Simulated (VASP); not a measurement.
# GaN in VASP 6.6.1, single-point calculation

INCAR

```
NELM = 67
LWAVE = .FALSE.
SIGMA = 0.01
PREC = Accurate
LCHARG = .FALSE.
METAGGA = SCAN
IBRION = -1
ISMEAR = 0
EDIFF = 1E-7
LREAL = .FALSE.
ALGO = Normal
NBANDS = 33
LASPH = .TRUE.
ENCUT = 520
NSW = 0
ISIF = 2
ISYM = 0
```

KPOINTS

```
KPOINTS created by Atomic Simulation Environment
0
Gamma
4 4 4
0 0 0
```

POSCAR

```
Ga N
 1.0000000000000000
     0.0000000000000000    2.2489525410988409    2.2489525410988409
     2.2489525410988409    0.0000000000000000    2.2489525410988409
     2.2489525410988409    2.2489525410988409    0.0000000000000000
 Ga  N
   1   1
Cartesian
  0.0000000000000000 -0.0000000000000000  0.0000000000000000
  1.1244762705494205  1.1244762705494205  1.1244762705494205
```

The recommended PBE PAW datasets give the neutral cell 18 valence electrons.

Command

```
mpirun -np 1 vasp_std
```

OSZICAR

```
N       E                     dE             d eps       ncg     rms          rms(c)
DAV:   1     0.111893130064E+03    0.11189E+03   -0.70499E+03  3188   0.993E+02
DAV:   2    -0.193483485497E+02   -0.13124E+03   -0.11523E+03  2464   0.278E+02
DAV:   3    -0.316642045314E+02   -0.12316E+02   -0.12153E+02  2856   0.571E+01
DAV:   4    -0.318192986802E+02   -0.15509E+00   -0.15503E+00  2772   0.656E+00
DAV:   5    -0.318198921004E+02   -0.59342E-03   -0.59339E-03  2773   0.396E-01    0.722E+00
DAV:   6    -0.266931882884E+02    0.51267E+01   -0.17468E+00  3138   0.209E+01    0.247E+00
DAV:   7    -0.267939882068E+02   -0.10080E+00   -0.18146E-01  2685   0.336E+00    0.177E+00
DAV:   8    -0.268238910850E+02   -0.29903E-01   -0.30604E-02  2888   0.181E+00    0.188E-01
DAV:   9    -0.268234593479E+02    0.43174E-03   -0.34030E-03  2951   0.119E+00    0.798E-02
DAV:  10    -0.268237289350E+02   -0.26959E-03   -0.38232E-04  2835   0.112E-01    0.614E-02
DAV:  11    -0.268236849878E+02    0.43947E-04   -0.89058E-06  2872   0.406E-02    0.414E-03
DAV:  12    -0.268236900037E+02   -0.50158E-05   -0.12539E-06  3149   0.197E-02    0.972E-04
DAV:  13    -0.268236902637E+02   -0.26003E-06   -0.14150E-07  2796   0.208E-03    0.195E-04
DAV:  14    -0.268236902866E+02   -0.22957E-07   -0.25891E-09  1779   0.339E-04
   1 F= -.26823690E+02 E0= -.26823690E+02  d E =-.112030E-79
```

Standard output (part)

```
POSCAR found type information on POSCAR GaN
 POSCAR found :  2 types and       2 ions
 LDA part: xc-table for (None), standard interpolation
 POSCAR, INCAR and KPOINTS ok, starting setup
 WAVECAR not read
 entering main loop
```

From OUTCAR

```
k-points           NKPTS =     36   k-points in BZ     NKDIM =     36   number of bands    NBANDS=     33

   NELECT =      18.0000    total number of electrons

   dimension x,y,z NGX =    24 NGY =   24 NGZ =   24
   dimension x,y,z NGXF=    48 NGYF=   48 NGZF=   48

  energy-cutoff  :      520.00
  volume of cell :       22.75
      direct lattice vectors                 reciprocal lattice vectors
     0.000000000  2.248952541  2.248952541    -0.222325723  0.222325723  0.222325723
     2.248952541  0.000000000  2.248952541     0.222325723 -0.222325723  0.222325723
     2.248952541  2.248952541  0.000000000     0.222325723  0.222325723 -0.222325723

 k-points in reciprocal lattice and weights: KPOINTS created by Atomic Simulation Env
   0.00000000  0.00000000  0.00000000       0.016
   0.25000000  0.00000000  0.00000000       0.031
   0.00000000  0.25000000  0.00000000       0.031
   0.00000000  0.00000000  0.25000000       0.031
   0.25000000  0.25000000  0.25000000       0.031
   0.50000000  0.00000000  0.00000000       0.016
   0.00000000  0.50000000  0.00000000       0.016
   0.00000000  0.00000000  0.50000000       0.016
   ...

 E-fermi :   5.2274

 k-point     1 :       0.0000    0.0000    0.0000
  band No.  band energies     occupation
      1     -11.7344      2.00000
      2      -8.7800      2.00000
      3      -8.7800      2.00000
      4      -8.7800      2.00000
      5      -8.4253      2.00000
      6      -8.4253      2.00000
      7       5.0947      2.00000
      8       5.0947      2.00000
      9       5.0948      2.00000
     10       7.1366      0.00000
     11      16.0232      0.00000
     12      16.0236      0.00000
     13      16.0238      0.00000
     14      23.6088      0.00000
     15      24.7946      0.00000
     16      24.7946      0.00000
     17      24.7947      0.00000
     18      25.7725      0.00000
     19      25.7726      0.00000
     20      28.7196      0.00000
     21      39.8090      0.00000
     22      39.8092      0.00000
     23      39.8093      0.00000
     24      51.7912      0.00000
     25      51.7912      0.00000
     26      51.7918      0.00000
     27      54.7874      0.00000
     28      54.7876      0.00000
     29      54.7876      0.00000
     30      55.8207      0.00000
     31      55.8208      0.00000
     32      61.1483      0.00000
     33      65.5401      0.00000

 ...

  Total        0.0087844      0.0088691      0.0088049     -0.0000143      0.0004750     -0.0000156
  in kB        0.6186595      0.6246274      0.6201062     -0.0010049      0.0334508     -0.0010982
  external PRESSURE =       0.6211310 kB  Pullay stress =       0.0000000 kB

 POSITION                                       TOTAL-FORCE (eV/Angst)
 -----------------------------------------------------------------------------------
      0.00000      0.00000      0.00000        -0.000135      0.000490      0.000491
      1.12448      1.12448      1.12448         0.000135     -0.000490     -0.000491
 -----------------------------------------------------------------------------------
    total drift:                                0.000297      0.000284      0.000283

  FREE ENERGIE OF THE ION-ELECTRON SYSTEM (eV)
  ---------------------------------------------------
  free  energy   TOTEN  =       -26.8236902866 eV

  energy  without entropy=      -26.8236902866  energy(sigma->0) =      -26.82369029
```

It converged. Results: gap between bands v and c on the k mesh 2.04 eV; least direct gap on the k mesh 2.04 eV; pressure 0.1 GPa. Band v is the last that the valence electrons fill when counted band by band, and c is the next.

For comparison, a separate r²SCAN run of the intended cell, on usual settings and not on those above, gives a gap of 2.16 eV on its mesh and a pressure of 1.2 GPa.

The run above took about 60 s on one core of a shared host (Intel Xeon Platinum 8488C) and held 0.15 GiB at most.
